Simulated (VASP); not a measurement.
# AlP (F-43m) in VASP: settings compared

Aim: see how the results for AlP move with the level of theory and the settings. Levels: r2SCAN, PBE-based screened hybrid with 75 % exact exchange, PBE-based screened hybrid with 100 % exact exchange. Tasks: single point.

All numbers are computed with VASP 6.6.1; they aren't measurements. Logs are shortened: lines on timing, memory, paths and dates and some standing lists are left out, and cuts for length are marked.

**Experimental background.**

From a printed reference work, data compilation, for a bulk crystal of AlP at 4.2 K: band gap 2.505 eV (indirect).

How close the calculation comes is told below.

### Step 1. The cell of the first run

Symmetry: F-43m, No. 216, cubic system. Conventional cell: a = 5.479 Å, b = 5.479 Å, c = 5.479 Å, α = 90.00°, β = 90.00°, γ = 90.00°. Al (site symmetry -43m) has 4 P at 2.37 Å within 3.1 Å. P (site symmetry -43m) has 4 Al at 2.37 Å within 3.1 Å.

### Step 2. Single point, r2SCAN

File POSCAR:

```
AlP
1.0
    0.0000000000      2.7392607939      2.7392607939
    2.7392607939      0.0000000000      2.7392607939
    2.7392607939      2.7392607939      0.0000000000
Al P
1 1
Direct
    0.0000000000      0.0000000000      0.0000000000
    0.2500000000      0.2500000000      0.2500000000
```

File INCAR.step1:

```
SYSTEM = AlP
  PREC = Accurate
  ENCUT = 550
  ISMEAR = 0
  SIGMA = 0.01
  LREAL = .FALSE.
  LASPH = .TRUE.
  NELM = 120
  NBANDS = 11
  GGA = PE
  ALGO = Normal
  EDIFF = 1E-5
  LWAVE = .TRUE.
  LCHARG = .FALSE.
  GGA_COMPAT = .FALSE.
```

File INCAR.step2:

```
SYSTEM = AlP
  PREC = Accurate
  ENCUT = 550
  EDIFF = 1E-6
  ISMEAR = 0
  SIGMA = 0.01
  LREAL = .FALSE.
  LASPH = .TRUE.
  NELM = 120
  ALGO = Normal
  ISIF = 2
  LWAVE = .FALSE.
  LCHARG = .FALSE.
  METAGGA = R2SCAN
  LMIXTAU = .TRUE.
  NBANDS = 11
  ISTART = 1
  GGA_COMPAT = .FALSE.
```

File KPOINTS:

```
Automatic mesh
0
G
  6 6 6
  0 0 0
```

Potentials or basis: VASP PAW PBE potentials, release 64 (Al, P).

Run with:

```sh
cat potpaw_PBE.64/Al/POTCAR potpaw_PBE.64/P/POTCAR > POTCAR
cp INCAR.step1 INCAR
mpirun -np 1 vasp_std > vasp.out
cp INCAR.step2 INCAR
mpirun -np 1 vasp_std > vasp.out
```

OUTCAR:

```text
SYSTEM = AlP
   PREC = Accurate
   ENCUT = 550
   EDIFF = 1E-6
   ISMEAR = 0
   LREAL = .FALSE.
   LASPH = .TRUE.
   NELM = 120
   ISIF = 2
   METAGGA = R2SCAN
   ISTART = 1

 ion  position               nearest neighbor table
   1  0.000  0.000  0.000-   2 2.37   2 2.37   2 2.37   2 2.37
   2  0.250  0.250  0.250-   1 2.37   1 2.37   1 2.37   1 2.37

  LATTYP: Found a face centered cubic cell.
 ALAT       =     5.4785215878

  Lattice vectors:

 A1 = (   0.0000000000,   2.7392607939,   2.7392607939)
 A2 = (   2.7392607939,   0.0000000000,   2.7392607939)
 A3 = (   2.7392607939,   2.7392607939,   0.0000000000)

Analysis of symmetry for initial positions (statically):
=====================================================================
 Subroutine PRICEL returns:
 Original cell was already a primitive cell.

 Routine SETGRP: Setting up the symmetry group for a
 face centered cubic supercell.

 Subroutine GETGRP returns: Found 24 space group operations
 (whereof 24 operations were pure point group operations)
 out of a pool of 48 trial point group operations.

The static configuration has the point symmetry T_d .

Analysis of symmetry for dynamics (positions and initial velocities):
=====================================================================
 Subroutine PRICEL returns:
 Original cell was already a primitive cell.

 Routine SETGRP: Setting up the symmetry group for a
 face centered cubic supercell.

 Subroutine GETGRP returns: Found 24 space group operations
 (whereof 24 operations were pure point group operations)
 out of a pool of 48 trial point group operations.

The dynamic configuration has the point symmetry T_d .

 Subroutine INISYM returns: Found 24 space group operations
 (whereof 24 operations are pure point group operations),
 and found     1 'primitive' translations

----------------------------------------------------------------------------------------

                                     Primitive cell

  volume of cell :      41.1084

  direct lattice vectors                    reciprocal lattice vectors
     0.000000000  2.739260794  2.739260794    -0.182530996  0.182530996  0.182530996
     2.739260794  0.000000000  2.739260794     0.182530996 -0.182530996  0.182530996
     2.739260794  2.739260794  0.000000000     0.182530996  0.182530996 -0.182530996

  length of vectors
     3.873899766  3.873899766  3.873899766     0.316152958  0.316152958  0.316152958

  position of ions in fractional coordinates (direct lattice)
     0.000000000  0.000000000  0.000000000
     0.250000000  0.250000000  0.250000000

  ion indices of the primitive-cell ions
   primitive index   ion index
                 1           1
                 2           2

----------------------------------------------------------------------------------------

 KPOINTS: Automatic mesh

Automatic generation of k-mesh.
 Grid dimensions read from file:
 generate k-points for:    6    6    6

 Generating k-lattice:

  Cartesian coordinates                     Fractional coordinates (reciprocal lattice)
    -0.030421833  0.030421833  0.030421833     0.166666667  0.000000000  0.000000000
     0.030421833 -0.030421833  0.030421833     0.000000000  0.166666667  0.000000000
     0.030421833  0.030421833 -0.030421833     0.000000000  0.000000000  0.166666667

  Length of vectors
     0.052692160  0.052692160  0.052692160

  Shift w.r.t. Gamma in fractional coordinates (k-lattice)
     0.000000000  0.000000000  0.000000000

 Subroutine IBZKPT returns following result:
 ===========================================

 Found     16 irreducible k-points:

 Following reciprocal coordinates:
            Coordinates               Weight
  0.000000  0.000000  0.000000      1.000000
  0.166667  0.000000  0.000000      8.000000
  0.333333  0.000000  0.000000      8.000000
  0.500000  0.000000  0.000000      4.000000
  0.166667  0.166667  0.000000      6.000000
  0.333333  0.166667  0.000000     24.000000
[... 8 lines left out ...]
 -0.333333  0.333333  0.166667     24.000000
 -0.333333  0.500000  0.166667     12.000000
   k-points           NKPTS =     16   k-points in BZ     NKDIM =     16   number of bands    NBANDS=     11
   number of dos      NEDOS =    301   number of ions     NIONS =      2
   total plane-waves  NPLWV =  27000
   dimension x,y,z NGX =    30 NGY =   30 NGZ =   30
   dimension x,y,z NGXF=    60 NGYF=   60 NGZF=   60
   ions per type =               1   1
   NGX,Y,Z   is equivalent  to a cutoff of  12.87, 12.87, 12.87 a.u.
   NGXF,Y,Z  is equivalent  to a cutoff of  25.75, 25.75, 25.75 a.u.
 SYSTEM =  AlP
   PREC   = accura    normal or accurate (medium, high low for compatibility)
   ISTART =      1    job   : 0-new  1-cont  2-samecut
   ICHARG =      0    charge: 1-file 2-atom 10-const
   ISPIN  =      1    spin polarized calculation?
   LNONCOLLINEAR =      F non collinear calculations
   LSORBIT =      F    spin-orbit coupling
   LASPH  =      T    aspherical Exc in radial PAW
   ENCUT  =  550.0 eV  40.42 Ry    6.36 a.u.   7.41  7.41  7.41*2*pi/ulx,y,z
   NELM   =    120;   NELMIN=  2; NELMDL=  0     # of ELM steps
   EDIFF  = 0.1E-05   stopping-criterion for ELM
   LREAL  =      F    real-space projection
   EDIFFG = 0.1E-04   stopping-criterion for IOM
   NSW    =      0    number of steps for IOM
   IBRION =     -1    ionic relax: 0-MD 1-quasi-New 2-CG
   NFREE  =      0    steps in history (QN), initial steepest desc. (CG)
   ISIF   =      2    stress and relaxation
   ISYM   =      2    0-nonsym 1-usesym 2-fastsym
   POTIM  = 0.5000    time-step for ionic-motion
   TEBEG  =    0.0;   TEEND  =   0.0 temperature during run
   PSTRESS=    0.0 pullay stress
   NELECT =       8.0000    total number of electrons
   NUPDOWN=      -1.0000    fix difference up-down
   EMIN   =  10.00;   EMAX   =-10.00  energy-range for DOS
   EFERMI =   0.00;   METHOD = LEGACY
   ISMEAR =     0;   SIGMA  =   0.01  broadening in eV -4-tet -1-fermi 0-gaus
   EFERMI_NEDOS =   21; number of points for ismear=-14 and -15
   IALGO  =     38    algorithm
   IMIX   =      4    mixing-type and parameters
     AMIX     =   0.40;   BMIX     =  1.00
     AMIX_MAG =   1.60;   BMIX_MAG =  1.00
  volume/ion in A,a.u.               =      20.55       138.71
  Fermi-wavevector in a.u.,A,eV,Ry     =   0.948698  1.792780 12.245630  0.900028
  Thomas-Fermi vector in A             =   2.076911
   LORBIT       =      0    0 simple, 1 ext, 2 COOP (PROOUT), +10 PAW based schemes
   METAGGA = R2SCAN    functional components
   LHFCALC =     F    Hartree Fock is set to
   AEXX    =    0.0000 exact exchange contribution
   IVDW    =     0    specifies the selected vdW correction
   LEPSILON=     F    determine dielectric tensor
   LRPA    =     F    only Hartree local field effects (RPA)
 non-spin polarized calculation
 Gauss-broadening in eV      SIGMA  =   0.01
  energy-cutoff  :      550.00
  volume of cell :       41.11
 maximum number of plane-waves:      1243
 NGX is ok and might be reduce to    30
   NGX = 15   NGY = 15   NGZ = 15

 number of electron       7.9999999 magnetization

 Free energy of the ion-electron system (eV)
  ---------------------------------------------------
  ext. energy  EPLUGINS =         0.00000000
  ---------------------------------------------------
  free energy    TOTEN  =       -17.20319382 eV

  energy without entropy =      -17.20319382  energy(sigma->0) =      -17.20319382

 E-fermi :   4.3620     XC(G=0):  -9.5890

 val. band max:        4.3179591899   @ k =   0.0000   0.0000   0.0000
 cond. band min:       6.2442137051   @ k =   0.5000   0.5000   0.0000
 fundamental gap:      1.9262545152
 Fermi energy:         4.3619935037

 k-point     1 :       0.0000    0.0000    0.0000
  band No.  band energies     occupation
      1      -7.6116      2.00000
      2       4.3180      2.00000
      3       4.3180      2.00000
      4       4.3180      2.00000
      5       8.2273      0.00000
      6       9.2774      0.00000
      7       9.2774      0.00000
      8       9.2774      0.00000
      9      13.6149      0.00000
     10      13.6149      0.00000
     11      15.4352      0.00000

 k-point     2 :       0.1667    0.0000    0.0000
  band No.  band energies     occupation
      1      -7.2989      2.00000
      2       2.4489      2.00000
      3       4.0709      2.00000
      4       4.0709      2.00000
      5       8.4423      0.00000
      6       9.7284      0.00000
      7       9.7284      0.00000
      8      10.5143      0.00000
      9      12.9890      0.00000
     10      12.9890      0.00000
     11      15.9540      0.00000

 k-point     3 :       0.3333    0.0000    0.0000
  band No.  band energies     occupation
      1      -6.4881      2.00000
      2      -0.0859      2.00000
      3       3.6879      2.00000
      4       3.6879      2.00000
      5       7.8461      0.00000
      6       9.7756      0.00000
      7       9.7756      0.00000
      8      12.8894      0.00000
      9      13.9920      0.00000
     10      13.9920      0.00000
     11      15.4023      0.00000

 k-point     4 :       0.5000    0.0000    0.0000
  band No.  band energies     occupation
      1      -5.8914      2.00000
      2      -1.3091      2.00000
      3       3.5322      2.00000
      4       3.5322      2.00000
      5       7.6033      0.00000
      6       9.5358      0.00000
      7       9.5358      0.00000
      8      13.2350      0.00000
      9      16.4520      0.00000
     10      16.4520      0.00000
     11      16.9947      0.00000
[... 127 lines left out ...]
 k-point    14 :       0.5000    0.3333    0.1667
  band No.  band energies     occupation
      1      -5.8473      2.00000
      2      -0.1693      2.00000
      3       1.6040      2.00000
      4       2.7042      2.00000
      5       8.5639      0.00000
      6       9.5974      0.00000
      7      10.3083      0.00000
      8      13.1110      0.00000
      9      14.2912      0.00000
     10      16.5670      0.00000
     11      18.4804      0.00000

 k-point    15 :      -0.3333    0.3333    0.1667
  band No.  band energies     occupation
      1      -5.3807      2.00000
      2      -0.7486      2.00000
      3       1.1424      2.00000
      4       2.3066      2.00000
      5       8.7553      0.00000
      6       9.7574      0.00000
      7      11.7307      0.00000
      8      12.5038      0.00000
      9      13.8452      0.00000
     10      17.0219      0.00000
     11      18.0017      0.00000

 k-point    16 :      -0.3333    0.5000    0.1667
  band No.  band energies     occupation
      1      -5.1754      2.00000
      2      -0.8008      2.00000
      3       1.3528      2.00000
      4       1.6169      2.00000
      5       8.0020      0.00000
      6       9.0523      0.00000
      7      12.5512      0.00000
      8      12.8879      0.00000
      9      16.3815      0.00000
     10      16.9422      0.00000
     11      18.4501      0.00000

------------------------ aborting loop because EDIFF is reached ----------------------------------------

  FORCE on cell =-STRESS in cart. coord.  units (eV):
  Direction    XX          YY          ZZ          XY          YZ          ZX
  --------------------------------------------------------------------------------------
  -------------------------------------------------------------------------------------
  Total       -0.0686017     -0.0686017     -0.0686017     -0.0000000     -0.0000000     -0.0000000
  in kB       -2.6737144     -2.6737144     -2.6737144     -0.0000000     -0.0000000     -0.0000000
  external PRESSURE =      -2.6737144 kB  Pullay stress =       0.0000000 kB

 VOLUME and BASIS-vectors are now :
 -----------------------------------------------------------------------------
  energy-cutoff  :      550.00
  volume of cell :       41.11
      direct lattice vectors                 reciprocal lattice vectors
     0.000000000  2.739260794  2.739260794    -0.182530996  0.182530996  0.182530996
     2.739260794  0.000000000  2.739260794     0.182530996 -0.182530996  0.182530996
     2.739260794  2.739260794  0.000000000     0.182530996  0.182530996 -0.182530996

 POSITION                                       TOTAL-FORCE (eV/Angst)
 -----------------------------------------------------------------------------------
      0.00000      0.00000      0.00000         0.000000      0.000000      0.000000
      1.36963      1.36963      1.36963        -0.000000     -0.000000     -0.000000
 -----------------------------------------------------------------------------------
    total drift:                               -0.000000     -0.000000     -0.000000

  FREE ENERGIE OF THE ION-ELECTRON SYSTEM (eV)
  ---------------------------------------------------
  free  energy   TOTEN  =       -17.2031938199 eV

  energy  without entropy=      -17.2031938199  energy(sigma->0) =      -17.20319382
```

Run time: 68 s. Hardware: 1 thread of AMD EPYC 7R43 (Zen 3), shared host; peak memory 0.12 GiB.

Results:

- Free energy: -17.2032 eV
- Pressure: -0.3 GPa
- Band gap on the k mesh: 1.93 eV (least direct gap 3.91 eV)

Caveat: the PAW data sets were made with another functional, which shifts forces and pressure a little.

(Part 1 of 2 ends here.)
